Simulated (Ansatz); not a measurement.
Crystal: CuAu3.

```xyz
4
Lattice="3.9800 0.0000 0.0000 0.0000 3.9800 0.0000 0.0000 0.0000 3.9800" Properties=species:S:1:pos:R:3 pbc="T T T"
Au    1.9900    1.9900    0.0000
Au    1.9900    0.0000    1.9900
Au    0.0000    1.9900    1.9900
Cu    0.0000    0.0000    0.0000
```

Base run:

```yaml
Program: Ansatz 0.2.0
Functional: PBEsol
Potentials_or_basis: Ansatz PAW
Cutoff: 420 eV
Density_cutoff: 1680 eV
k_mesh: 7 × 7 × 7
Occupations: fermi-dirac, width 0.05 eV
Spin: no spin polarisation
```

Its results: band gap on the k mesh none (metal or under the smearing width); pressure -1.0 GPa.

Q: The run is repeated on the same cell with these changes: spin from no spin polarisation to spin-orbit coupling, no magnetisation; potential files from those of the base run to others of the same set. What comes out?

A: Band gap on the k mesh none (metal or under the smearing width); pressure -2.2 GPa.

Caveats: the PAW data sets come from PBE, with cores solved anew for the run's functional, which leaves a small shift of forces and pressure.

Not every run made on this cell is shown here.
